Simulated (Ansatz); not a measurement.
# Ga: the cost of one run

Computed with Ansatz 0.2.0 (DFT PBE, scalar-relativistic, plane waves, PAW, unless a step's input says otherwise).

### Step 1. The system as given

It takes space group P2_1/m (No. 11, monoclinic). The conventional cell has a = 2.778 Å, b = 3.282 Å, c = 4.210 Å, α = 90.00°, β = 108.61°, γ = 90.00°. Ga (site symmetry m) has 8 Ga at 2.71 to 2.84 Å as nearest neighbours.

Structure file:

```
CELL_PARAMETERS angstrom
2.77842 0.00000 0.00000
0.00000 3.28161 0.00000
-1.34343 0.00000 3.99027
ATOMIC_POSITIONS crystal
Ga 0.86540 0.25000 0.22983
Ga 0.13460 0.75000 0.77017
```

This is candidate A: structure listed in a database for this formula (P2_1/m, No. 11).

(A quick probe on a coarse mesh, which set the mesh and smearing, is not shown.)

### Step 3. The relaxation (candidate A)

File input.yaml:

```yaml
crystal:
  lattice:
    - [2.7784220849, 0.0, 0.0]
    - [0.0, 3.28160879, 0.0]
    - [-1.3434310986, 0.0, 3.9902731763]
  atoms:
    - { symbol: Ga, position: [0.86540373, 0.25, 0.22983317] }
    - { symbol: Ga, position: [0.13459627, 0.75, 0.77016683] }
basis:
  ecutwfc: 420
kpoints:
  mp_grid: { grid: [16, 12, 10] }
hamiltonian:
  xc: pbe
scf:
  occupations: { method: gaussian, width: 0.1 }
output:
  forces: true
  stress: true
  eigenvalues: true
relax:
  adjacent_minimum: "off"
  f_tol: 0.01
  max_steps: 80
  cell: { stress_tol: 0.05 }
```

**Question.** How long does this run take on 1 thread of an x86-64 CPU, shared host, and how much memory does it need?

About 47 s, with a peak of 0.66 GiB.
